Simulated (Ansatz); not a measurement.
# BaO: the cost of one run

Program: Ansatz 0.2.0. Level of theory: DFT PBE, scalar-relativistic, plane waves, PAW. These are calculated values, not measurements.

2 further runs of the same task are left out: 1 that didn't finish, 1 set aside as unsound or not needed.

**1. Starting point**

Symmetry: Fm-3m, No. 225, cubic system. The conventional cell has a = 5.140 Å, b = 5.140 Å, c = 5.140 Å, α = 90.00°, β = 90.00°, γ = 90.00°. Sr (site symmetry m-3m) is surrounded by 6 O at 2.57 Å. Around O (site symmetry m-3m) lie 6 Sr at 2.57 Å.

Structure file:

```
Sr O
1.0
     0.00000    2.56980    2.56980
     2.56980    0.00000    2.56980
     2.56980    2.56980    0.00000
Sr O
1 1
Direct
  0.00000 0.00000 0.00000
  0.50000 0.50000 0.50000
```

The structure comes from the Crystallography Open Database.

**2. Substitution of an element, cell strained: Sr → Ba, first probe**

What differs from the listed cell: Ba takes all sites of Sr, and lengths are scaled by 1.046 as a first guess of the size; strain xx, yy, zz, yz, xz, xy = +2.7, +2.7, +2.7, +0.0, +0.0, +0.0 %.

The input, input.yaml:

```yaml
crystal:
  lattice:
    - [0.0, 2.7595318786, 2.7595318786]
    - [2.7595318786, 0.0, 2.7595318786]
    - [2.7595318786, 2.7595318786, 0.0]
  atoms:
    - { symbol: Ba, position: [0.0, 0.0, 0.0] }
    - { symbol: O, position: [0.5, 0.5, 0.5] }
basis:
  ecutwfc: 420
kpoints:
  mp_grid: { grid: [6, 6, 6] }
hamiltonian:
  xc: pbe
scf:
  occupations: { method: gaussian, width: 0.1 }
output:
  forces: true
  stress: true
  eigenvalues: true
```

Launch:

```
$ ansatz run input.yaml --threads 1 --pin off --max-ram 1331MiB --backend cpu --events-out ev --progress --plain --runs-dir out
```

Q: Estimate wall time and peak memory on 1 thread of an x86-64 CPU, shared host.

About 2 s, with a peak of 0.31 GiB.
